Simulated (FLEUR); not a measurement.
Input of a FLEUR MaX-R8.1 (later development tree) run:

File inp.xml:

```xml
<?xml version="1.0" encoding="UTF-8" standalone="no"?>
<fleurInput fleurInputVersion="0.39">
   <comment>
      TiCo                                                                                                
   </comment>
   <calculationSetup>
      <cutoffs Kmax="4.34" Gmax="13.4" GmaxXC="13.4" numbands="0"/>
      <scfLoop itmax="60" minDistance="0.00001" maxIterBroyd="15" imix="Anderson" alpha="0.05" precondParam="0.0" spinf="2.0" sdNocoIR="T"/>
      <coreElectrons ctail="T" frcor="F" kcrel="0" coretail_lmax="0"/>
      <xcFunctional name="pbe" relativisticCorrections="F"/>
      <magnetism jspins="2"/>
      <soc l_soc="F" theta="0.0" phi="0.0" spav="F"/>
      <expertModes spex="0" secvar="F"/>
      <geometryOptimization l_f="F" forcealpha="1.0" forcemix="BFGS" epsdisp="0.00001" epsforce="0.00001"/>
      <ldaU l_linMix="F" mixParam="0.05" spinf="1.0"/>
   </calculationSetup>
   <cell>
      <bzIntegration valenceElectrons="29.0" mode="hist" fermiSmearingEnergy="0.00183747">
         <kPointListSelection listName="default-1"/>
         <!-- k-points included here -->
         <xi:include xmlns:xi="http://www.w3.org/2001/XInclude" href="kpts.xml"> </xi:include>
      </bzIntegration>
      <!-- symmetry operations included here -->
      <xi:include xmlns:xi="http://www.w3.org/2001/XInclude" href="sym.xml"> </xi:include>
      <bulkLattice scale="1.0">
         <bravaisMatrix>
            <row-1>    5.6429319487581688     0.0000000000000000     0.0000000000000000</row-1>
            <row-2>    0.0000000000000000     5.6429319487581688     0.0000000000000000</row-2>
            <row-3>    0.0000000000000000     0.0000000000000000     5.6429319487581688</row-3>
         </bravaisMatrix>
      </bulkLattice>
   </cell>
   <atomSpecies>
      <species name="Cobalt (Co2.000" element="Co" atomicNumber="27">
         <mtSphere radius="2.26" gridPoints="747" logIncrement="0.016"/>
         <atomicCutoffs lmax="9" lnonsphr="9"/>
         <electronConfig flipSpins="F">
            <coreConfig>(1s1/2) (2s1/2) (2p1/2) (2p3/2)</coreConfig>
            <valenceConfig>(3s1/2) (3p1/2) (3p3/2) (4s1/2) (3d3/2) (3d5/2)</valenceConfig>
            <stateOccupation state="(3d3/2)" spinUp="1.5" spinDown="1.3"/>
            <stateOccupation state="(3d5/2)" spinUp="3.0" spinDown="1.2"/>
         </electronConfig>
         <energyParameters s="4" p="4" d="3" f="4"/>
         <lo type="SCLO" l="0" n="3" eDeriv="0"/>
         <lo type="SCLO" l="1" n="3" eDeriv="0"/>
         <lo type="SCLO" l="1" n="3" eDeriv="1"/>
         <lo type="SCLO" l="2" n="3" eDeriv="2"/>
         <lo type="SCLO" l="3" n="4" eDeriv="2"/>
      </species>
      <species name="Titanium (1.001" element="Ti" atomicNumber="22">
         <mtSphere radius="2.26" gridPoints="747" logIncrement="0.016"/>
         <atomicCutoffs lmax="9" lnonsphr="9"/>
         <electronConfig flipSpins="F">
            <coreConfig>(1s1/2) (2s1/2) (2p1/2) (2p3/2)</coreConfig>
            <valenceConfig>(3s1/2) (3p1/2) (3p3/2) (4s1/2) (3d3/2) (3d5/2)</valenceConfig>
            <stateOccupation state="(3d3/2)" spinUp="0.4" spinDown="0.4"/>
            <stateOccupation state="(3d5/2)" spinUp="1.1005" spinDown="0.0995"/>
         </electronConfig>
         <energyParameters s="4" p="4" d="3" f="4"/>
         <lo type="SCLO" l="0" n="3" eDeriv="0"/>
         <lo type="SCLO" l="1" n="3" eDeriv="0"/>
         <lo type="SCLO" l="1" n="3" eDeriv="1"/>
         <lo type="SCLO" l="2" n="3" eDeriv="2"/>
         <lo type="SCLO" l="3" n="4" eDeriv="2"/>
      </species>
   </atomSpecies>
   <atomGroups>
      <atomGroup species="Cobalt (Co2.000">
         <relPos label="                   1">1.000/2.000 1.000/2.000 1.000/2.000</relPos>
         <force calculate="T" relaxXYZ="TTT"/>
      </atomGroup>
      <atomGroup species="Titanium (1.001">
         <relPos label="                   2">.0000000000 .0000000000 .0000000000</relPos>
         <force calculate="T" relaxXYZ="TTT"/>
      </atomGroup>
   </atomGroups>
   <output dos="F" band="F" slice="F">
      <checks vchk="F" cdinf="F"/>
      <bandDOS minEnergy="-.5*Htr" maxEnergy="0.5*Htr" sigma="0.015" storeEVData="T"/>
      <vacuumDOS vacdos="F" integ="F" star="F" nstars="0" locx1="0.0" locy1="0.0" locx2="0.0" locy2="0.0" nstm="0" tworkf="0.0"/>
      <unfoldingBand unfoldBand="F" supercellX="1" supercellY="1" supercellZ="1"/>
      <plotting iplot="0" polar="F">
         <plot TwoD="T" vec1="  1.0  0.0  0.0" vec2="  0.0  1.0  0.0" vec3="  0.0  0.0  1.0" zero="  0.0  0.0  0.0" file="plot"/>
      </plotting>
      <chargeDensitySlicing numkpt="0" minEigenval="0.0" maxEigenval="0.0" nnne="0" pallst="F"/>
      <specialOutput eonly="F"/>
      <moessbauerParams electricFieldGradient="T" isomerShift="T" coreHyperfine="T" valenceHyperfine="T"/>
      <magneticCircularDichroism mcd="F" energyLo="-10.0" energyUp="0.0"/>
   </output>
  <!-- We include the file relax.xml here to enable relaxations (see documentation) -->
  <xi:include xmlns:xi="http://www.w3.org/2001/XInclude" href="relax.xml"> <xi:fallback/> </xi:include>
</fleurInput>
```

File crystal.txt:

```
TiCo
&input cartesian=F /
2.9861109900  0.0000000000  0.0000000000
0.0000000000  2.9861109900  0.0000000000
0.0000000000  0.0000000000  2.9861109900
1.8897261246
1.0 1.0 1.0

2
27 0.5000000000  0.5000000000  0.5000000000 : 2.000
22 0.0000000000  0.0000000000  0.0000000000 : 1.001

&kpt div1=9 div2=9 div3=9 gamma=T /
```

File inp.xml (bands):

```
<?xml version="1.0" encoding="UTF-8" standalone="no"?>
<fleurInput fleurInputVersion="0.39">
   <comment>
      TiCo                                                                                                
   </comment>
   <calculationSetup>
      <cutoffs Kmax="4.34" Gmax="13.4" GmaxXC="13.4" numbands="0"/>
      <scfLoop itmax="60" minDistance="0.00001" maxIterBroyd="15" imix="Anderson" alpha="0.05" precondParam="0.0" spinf="2.0" sdNocoIR="T"/>
      <coreElectrons ctail="T" frcor="F" kcrel="0" coretail_lmax="0"/>
      <xcFunctional name="pbe" relativisticCorrections="F"/>
      <magnetism jspins="2"/>
      <soc l_soc="F" theta="0.0" phi="0.0" spav="F"/>
      <expertModes spex="0" secvar="F"/>
      <geometryOptimization l_f="F" forcealpha="1.0" forcemix="BFGS" epsdisp="0.00001" epsforce="0.00001"/>
      <ldaU l_linMix="F" mixParam="0.05" spinf="1.0"/>
   </calculationSetup>
   <cell>
      <bzIntegration valenceElectrons="29.0" mode="hist" fermiSmearingEnergy="0.00183747">
         <kPointListSelection listName="path-1"/>
         <!-- k-points included here -->
         <xi:include xmlns:xi="http://www.w3.org/2001/XInclude" href="kpts.xml"> </xi:include>
      </bzIntegration>
      <!-- symmetry operations included here -->
      <xi:include xmlns:xi="http://www.w3.org/2001/XInclude" href="sym.xml"> </xi:include>
      <bulkLattice scale="1.0">
         <bravaisMatrix>
            <row-1>    5.6429319487581688     0.0000000000000000     0.0000000000000000</row-1>
            <row-2>    0.0000000000000000     5.6429319487581688     0.0000000000000000</row-2>
            <row-3>    0.0000000000000000     0.0000000000000000     5.6429319487581688</row-3>
         </bravaisMatrix>
      </bulkLattice>
   </cell>
   <atomSpecies>
      <species name="Cobalt (Co2.000" element="Co" atomicNumber="27">
         <mtSphere radius="2.26" gridPoints="747" logIncrement="0.016"/>
         <atomicCutoffs lmax="9" lnonsphr="9"/>
         <electronConfig flipSpins="F">
            <coreConfig>(1s1/2) (2s1/2) (2p1/2) (2p3/2)</coreConfig>
            <valenceConfig>(3s1/2) (3p1/2) (3p3/2) (4s1/2) (3d3/2) (3d5/2)</valenceConfig>
            <stateOccupation state="(3d3/2)" spinUp="1.5" spinDown="1.3"/>
            <stateOccupation state="(3d5/2)" spinUp="3.0" spinDown="1.2"/>
         </electronConfig>
         <energyParameters s="4" p="4" d="3" f="4"/>
         <lo type="SCLO" l="0" n="3" eDeriv="0"/>
         <lo type="SCLO" l="1" n="3" eDeriv="0"/>
         <lo type="SCLO" l="1" n="3" eDeriv="1"/>
         <lo type="SCLO" l="2" n="3" eDeriv="2"/>
         <lo type="SCLO" l="3" n="4" eDeriv="2"/>
      </species>
      <species name="Titanium (1.001" element="Ti" atomicNumber="22">
         <mtSphere radius="2.26" gridPoints="747" logIncrement="0.016"/>
         <atomicCutoffs lmax="9" lnonsphr="9"/>
         <electronConfig flipSpins="F">
            <coreConfig>(1s1/2) (2s1/2) (2p1/2) (2p3/2)</coreConfig>
            <valenceConfig>(3s1/2) (3p1/2) (3p3/2) (4s1/2) (3d3/2) (3d5/2)</valenceConfig>
            <stateOccupation state="(3d3/2)" spinUp="0.4" spinDown="0.4"/>
            <stateOccupation state="(3d5/2)" spinUp="1.1005" spinDown="0.0995"/>
         </electronConfig>
         <energyParameters s="4" p="4" d="3" f="4"/>
         <lo type="SCLO" l="0" n="3" eDeriv="0"/>
         <lo type="SCLO" l="1" n="3" eDeriv="0"/>
         <lo type="SCLO" l="1" n="3" eDeriv="1"/>
         <lo type="SCLO" l="2" n="3" eDeriv="2"/>
         <lo type="SCLO" l="3" n="4" eDeriv="2"/>
      </species>
   </atomSpecies>
   <atomGroups>
      <atomGroup species="Cobalt (Co2.000">
         <relPos label="                   1">1.000/2.000 1.000/2.000 1.000/2.000</relPos>
         <force calculate="T" relaxXYZ="TTT"/>
      </atomGroup>
      <atomGroup species="Titanium (1.001">
         <relPos label="                   2">.0000000000 .0000000000 .0000000000</relPos>
         <force calculate="T" relaxXYZ="TTT"/>
      </atomGroup>
   </atomGroups>
   <output dos="F" band="T" slice="F">
      <checks vchk="F" cdinf="F"/>
      <bandDOS minEnergy="-.5*Htr" maxEnergy="0.5*Htr" sigma="0.015" storeEVData="T"/>
      <vacuumDOS vacdos="F" integ="F" star="F" nstars="0" locx1="0.0" locy1="0.0" locx2="0.0" locy2="0.0" nstm="0" tworkf="0.0"/>
      <unfoldingBand unfoldBand="F" supercellX="1" supercellY="1" supercellZ="1"/>
      <plotting iplot="0" polar="F">
         <plot TwoD="T" vec1="  1.0  0.0  0.0" vec2="  0.0  1.0  0.0" vec3="  0.0  0.0  1.0" zero="  0.0  0.0  0.0" file="plot"/>
      </plotting>
      <chargeDensitySlicing numkpt="0" minEigenval="0.0" maxEigenval="0.0" nnne="0" pallst="F"/>
      <specialOutput eonly="F"/>
      <moessbauerParams electricFieldGradient="T" isomerShift="T" coreHyperfine="T" valenceHyperfine="T"/>
      <magneticCircularDichroism mcd="F" energyLo="-10.0" energyUp="0.0"/>
   </output>
  <!-- We include the file relax.xml here to enable relaxations (see documentation) -->
  <xi:include xmlns:xi="http://www.w3.org/2001/XInclude" href="relax.xml"> <xi:fallback/> </xi:include>
</fleurInput>
```

Potentials or basis: all-electron, FLAPW.

Run with:

```bash
$ inpgen -f crystal.txt -profile fastHighL
$ # inp.xml edited to the form shown
$ fleur_MPI
$ fleur_MPI   # second run, on inp.xml (bands)
```

Task: Estimate the net moment.

Result: 0.82 μB per cell.

Task: What does it give for the band gap along the path?

Result: None (metal or under the smearing width).

Task: Estimate the site moments.

Result: Co +0.93; Ti -0.03 μB.

Levels at the corners of the path, in eV from the Fermi level:
Spin up:
| point | band 13 | band 14 | band 15 | band 16 | band 17 | band 18 |
| --- | --- | --- | --- | --- | --- | --- |
| Γ | -1.89 | -1.89 | 0.48 | 0.48 | 2.67 | 2.67 |
| X | -2.00 | -1.53 | -0.71 | -0.63 | 0.65 | 0.65 |
| M | -1.51 | -0.79 | 0.57 | 0.57 | 1.10 | 2.45 |
| Γ | -1.89 | -1.89 | 0.48 | 0.48 | 2.67 | 2.67 |
| R | -2.12 | -2.12 | -1.48 | -1.48 | 3.20 | 3.20 |
| X | -2.00 | -1.53 | -0.71 | -0.63 | 0.65 | 0.65 |
| M | -1.51 | -0.79 | 0.57 | 0.57 | 1.10 | 2.45 |
| R | -2.12 | -2.12 | -1.48 | -1.48 | 3.20 | 3.20 |
Spin down:
| point | band 10 | band 11 | band 12 | band 13 | band 14 | band 15 | band 16 | band 17 | band 18 | band 19 |
| --- | --- | --- | --- | --- | --- | --- | --- | --- | --- | --- |
| Γ | -3.56 | -3.56 | -1.35 | -1.35 | -1.35 | 1.02 | 1.02 | 2.76 | 2.76 | 2.76 |
| X | -3.85 | -1.90 | -1.42 | -1.42 | -0.91 | -0.83 | 0.57 | 0.65 | 0.65 | 2.23 |
| M | -3.73 | -2.32 | -2.32 | -0.02 | 0.28 | 0.53 | 0.53 | 1.26 | 2.63 | 2.63 |
| Γ | -3.56 | -3.56 | -1.35 | -1.35 | -1.35 | 1.02 | 1.02 | 2.76 | 2.76 | 2.76 |
| R | -2.35 | -2.35 | -2.13 | -2.13 | -2.13 | 0.02 | 0.02 | 3.13 | 3.13 | 7.10 |
| X | -3.85 | -1.90 | -1.42 | -1.42 | -0.91 | -0.83 | 0.57 | 0.65 | 0.65 | 2.23 |
| M | -3.73 | -2.32 | -2.32 | -0.02 | 0.28 | 0.53 | 0.53 | 1.26 | 2.63 | 2.63 |
| R | -2.35 | -2.35 | -2.13 | -2.13 | -2.13 | 0.02 | 0.02 | 3.13 | 3.13 | 7.10 |
